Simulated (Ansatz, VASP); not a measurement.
**One calculation of CuO, two programs**

File INCAR:

```
PREC     = Accurate       # precision mode
ENCUT    = 520            # plane-wave cutoff, eV
EDIFF    = 1E-8           # SCF threshold, eV
ISMEAR   = -1             # smearing method
SIGMA    = 0.05           # smearing width, eV
LREAL    = False          # projectors in reciprocal space
LASPH    = True           # aspherical terms in the spheres
NELM     = 60             # most SCF steps
ALGO     = Normal         # electronic algorithm
ISIF     = 2              # what is computed and relaxed
LWAVE    = False          # write WAVECAR
LCHARG   = False          # write CHGCAR
GGA      = PE             # functional
LEFG     = True         
NBANDS   = 16             # bands
```

File KPOINTS:

```
Automatic mesh
0
Gamma
  10 10 10
```

The input POSCAR:

```
CuO
1.0
    2.5525506100      0.0000000000      0.0000000000
    0.0000000000      2.5525506100      0.0000000000
    0.0000000000      0.0000000000      2.5525506100
Cu O
1 1
Direct
    0.0000000000      0.0000000000      0.0000000000
    0.5000000000      0.5000000000      0.5000000000
```

input.yaml

```yaml
crystal:
  lattice:
    - [2.55255061, 0.0, 0.0]
    - [0.0, 2.55255061, 0.0]
    - [0.0, 0.0, 2.55255061]
  atoms:
    - { symbol: Cu, position: [0.0, 0.0, 0.0] }
    - { symbol: O, position: [0.5, 0.5, 0.5] }
kpoints:
  mp_grid: { grid: [10, 10, 10] }
scf:
  occupations: { method: fermi_dirac, width: 0.05 }
hamiltonian:
  xc: pbe
  pseudopotentials: { kind: all_electron, datasets: crystal }
output:
  forces: true
  stress: true
  eigenvalues: true
  efg: {}
```

Measurements of this composition are mostly on another form, of space group No. 15.

Alike in both runs: task electric field gradients; functional PBE; k mesh 10 × 10 × 10; occupations fermi-dirac, width 0.05 eV; no spin polarisation.

|  | VASP | Ansatz |
| --- | --- | --- |
| version | VASP 6.6.1 | Ansatz 0.2.0 |
| potentials or method | VASP PAW PBE potentials, release 64 (Cu, O) | all-electron PAW datasets made for the crystal |
| plane-wave cutoff (eV) | 520 | see its input |

Ansatz gave:

* gap on the k mesh at the Fermi level (eV): none
* pressure (GPa): 20.8
* Vzz of the field gradient on the site that differs most (V/Å²): 0.0

Estimate VASP's values.

gap on the k mesh at the Fermi level (eV): none; pressure (GPa): 21.1; Vzz of the field gradient on the site that differs most (V/Å²): 0.0.

A gap of «none» marks a metal or a gap that the smearing closes. Ansatz ran all-electron here, so the differences hold the error of VASP's frozen core and of both bases.

Caveats: so large a pressure means that the cell lies far from this level's equilibrium, or that cutoff or potentials fall short; an odd number of electrons without spin polarisation forces a metal; a magnetic or distorted state may lie lower; the run has no spin polarisation, though such a crystal can be magnetic; semilocal functionals often make such compounds metallic where correlation or magnetic order opens a gap, which also shifts bond lengths.
